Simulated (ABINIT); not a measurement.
Runs of ABINIT 10.8.3 (patched build) on BN. The structure is hexagonal, space group P6_3mc (No. 186). Conventional cell: a = 2.554 Å, b = 2.554 Å, c = 4.227 Å, α = 90.00°, β = 90.00°, γ = 120.00°. N (site symmetry 3m) is surrounded by 4 B at 1.57 to 1.58 Å. B (site symmetry 3m) has 4 N at 1.57 to 1.58 Å as nearest neighbours. Measurements of this composition are mostly on another form, of space group No. 194.

```tsv
task	level	potentials or basis	k mesh	cutoff (eV)	smearing	fine-grid cutoff	most SCF steps	gap on the mesh (eV)	pressure (GPa)	largest force (eV/Å)
band structure	r2SCAN	JTH PAW PBE v2.0	12 × 12 × 6	844	fermi-dirac 0.05 eV	1442.2 eV	-	5.71	-2.3	0.04
single point	PBE0	PseudoDojo NC SR PBE v0.4.1 standard	8 × 8 × 4	952	fixed	-	60	7.68	(b)	0.04
band structure	LDA	JTH PAW LDA v2.0	12 × 12 × 6	707	fermi-dirac 0.05 eV	1306.15 eV	-	4.97	(a)	0.02
band structure	PBEsol	JTH PAW PBE v2.0	12 × 12 × 6	707	fermi-dirac 0.05 eV	1306.15 eV	-	4.96	(c)	0.01
band structure	TB-mBJ	JTH PAW LDA v2.0	12 × 12 × 6	844	fermi-dirac 0.05 eV	1442.2 eV	-	6.83	-	-
```

Alike in all rows: no spin polarisation; cell as given.

Fill in the values left out.

(a) -13.9; (b) -10.2; (c) -5.7.

Caveats: the PAW data sets were made with another functional, which shifts forces and pressure a little (some runs); the potentials were made for another functional, which shifts forces and pressure (some runs); the constant c of TB-mBJ comes from the pseudo density here, which moves gaps by up to 0.3 eV between sets of potentials (some runs).

A k mesh can miss the band edges.

Runs at the PBE level aren't shown here.
